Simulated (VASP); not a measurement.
# AlGaN2: band structure with PBEsol

AlGaN2:

```
Ga Al N
1.0
     3.16689    0.00000    5.07838
     3.16689    0.00000   -5.07838
    -3.16689    5.48522    0.00000
Ga Al N
4 4 8
Direct
  0.08298 0.58369 0.16667
  0.58298 0.08369 0.16667
  0.16631 0.16702 0.33333
  0.16631 0.16702 0.83333
  0.08298 0.58369 0.66667
  0.58298 0.08369 0.66667
  0.66631 0.66702 0.33333
  0.66631 0.66702 0.83333
  0.27369 0.39298 0.16667
  0.27369 0.39298 0.66667
  0.77369 0.89298 0.16667
  0.77369 0.89298 0.66667
  0.35702 0.97631 0.33333
  0.85702 0.47631 0.33333
  0.35702 0.97631 0.83333
  0.85702 0.47631 0.83333
```

The cell comes from a database or a generator and needn't be the stable form of this composition.

* Program: VASP 6.6.1
* Task: band structure
* Functional: PBEsol
* Potentials or basis: VASP PAW PBE potentials, release 64 (Ga_d, Al, N)
* Cutoff: 520 eV
* k mesh: 5 × 5 × 5
* Occupations: gaussian, width 0.02 eV
* Spin: no spin polarisation
* Further INCAR settings: ALGO = Fast; EDIFF = 1e-06

```json
{
  "Pressure": "-1.7 GPa",
  "Largest force": "1.072 eV/Å",
  "Band gap on the k mesh": "2.82 eV, direct",
  "Band gap along the path": "2.82 eV, direct"
}
```

Forces in eV/Å, atoms in the order of the input:
```
Ga  -0.035 -0.050  0.088
Ga   0.034 -0.014  0.124
Ga  -0.026 -0.037  0.075
Ga  -0.021  0.009  0.091
Al  -0.041  0.025  0.023
Al   0.039  0.075  0.058
Al   0.042  0.012  0.062
Al   0.037  0.031  0.076
N    0.710  0.407  0.217
N    0.727  0.419 -0.665
N   -0.722 -0.413  0.518
N   -0.739 -0.434 -0.367
N   -0.005  0.819  0.213
N    0.002  0.826 -0.684
N   -0.005 -0.838  0.541
N    0.002 -0.837 -0.371
```

Stress tensor (GPa, compression positive):
```
-2.41 -0.04  0.02
-0.04 -2.45  0.03
 0.02  0.03 -0.35
```

Levels at the corners of the path, in eV from the valence-band top:
| point | band 48 | band 49 | band 50 | band 51 | band 52 | band 53 | band 54 | band 55 | band 56 | band 57 |
| --- | --- | --- | --- | --- | --- | --- | --- | --- | --- | --- |
| Γ | -1.02 | -0.91 | -0.15 | -0.13 | 0.00 | 2.82 | 4.45 | 4.58 | 4.61 | 4.90 |
| Y | -0.87 | -0.61 | -0.60 | -0.58 | -0.54 | 4.57 | 4.58 | 4.80 | 5.09 | 5.21 |
| Y | -0.87 | -0.61 | -0.60 | -0.58 | -0.54 | 4.57 | 4.58 | 4.80 | 5.09 | 5.21 |
| T | -1.64 | -1.45 | -1.28 | -1.21 | -1.03 | 5.51 | 5.55 | 5.62 | 5.67 | 5.75 |
| T | -1.64 | -1.45 | -1.28 | -1.21 | -1.03 | 5.51 | 5.55 | 5.62 | 5.67 | 5.75 |
| Z | -1.23 | -0.68 | -0.63 | -0.48 | -0.38 | 4.92 | 5.12 | 5.93 | 6.03 | 6.17 |
| Z | -1.23 | -0.68 | -0.63 | -0.48 | -0.38 | 4.92 | 5.12 | 5.93 | 6.03 | 6.17 |
| Γ | -1.02 | -0.91 | -0.15 | -0.13 | 0.00 | 2.82 | 4.45 | 4.58 | 4.61 | 4.90 |
| Γ | -1.02 | -0.91 | -0.15 | -0.13 | 0.00 | 2.82 | 4.45 | 4.58 | 4.61 | 4.90 |
| X | -1.52 | -1.38 | -1.32 | -1.28 | -1.15 | 5.16 | 5.66 | 5.78 | 5.86 | 6.05 |
| X | -1.52 | -1.38 | -1.32 | -1.28 | -1.15 | 5.16 | 5.66 | 5.78 | 5.86 | 6.05 |
| A1 | -1.17 | -1.11 | -1.09 | -1.03 | -1.00 | 5.81 | 5.87 | 6.02 | 6.11 | 6.23 |
| A1 | -1.17 | -1.11 | -1.09 | -1.03 | -1.00 | 5.81 | 5.87 | 6.02 | 6.11 | 6.23 |
| Y | -0.87 | -0.61 | -0.60 | -0.58 | -0.54 | 4.57 | 4.58 | 4.80 | 5.09 | 5.21 |
| T | -1.64 | -1.45 | -1.28 | -1.21 | -1.03 | 5.51 | 5.55 | 5.62 | 5.67 | 5.75 |
| X1 | -1.52 | -1.38 | -1.32 | -1.28 | -1.15 | 5.16 | 5.66 | 5.78 | 5.86 | 6.05 |
| X | -1.52 | -1.38 | -1.32 | -1.28 | -1.15 | 5.16 | 5.66 | 5.78 | 5.86 | 6.05 |
| A | -1.17 | -1.11 | -1.09 | -1.03 | -1.00 | 5.81 | 5.87 | 6.02 | 6.11 | 6.23 |
| A | -1.17 | -1.11 | -1.09 | -1.03 | -1.00 | 5.81 | 5.87 | 6.02 | 6.11 | 6.23 |
| Z | -1.23 | -0.68 | -0.63 | -0.48 | -0.38 | 4.92 | 5.12 | 5.93 | 6.03 | 6.17 |
| L | -1.20 | -0.77 | -0.75 | -0.75 | -0.73 | 5.00 | 5.02 | 5.93 | 5.97 | 6.37 |
| Γ | -1.02 | -0.91 | -0.15 | -0.13 | 0.00 | 2.82 | 4.45 | 4.58 | 4.61 | 4.90 |

It took 4.3 min on 8 MPI ranks on AMD EPYC 9R45 96-Core Processor (Zen 5) (shared host), peak memory 1 GiB a rank.

Caveat: the PAW data sets were made with another functional, which shifts forces and pressure a little.
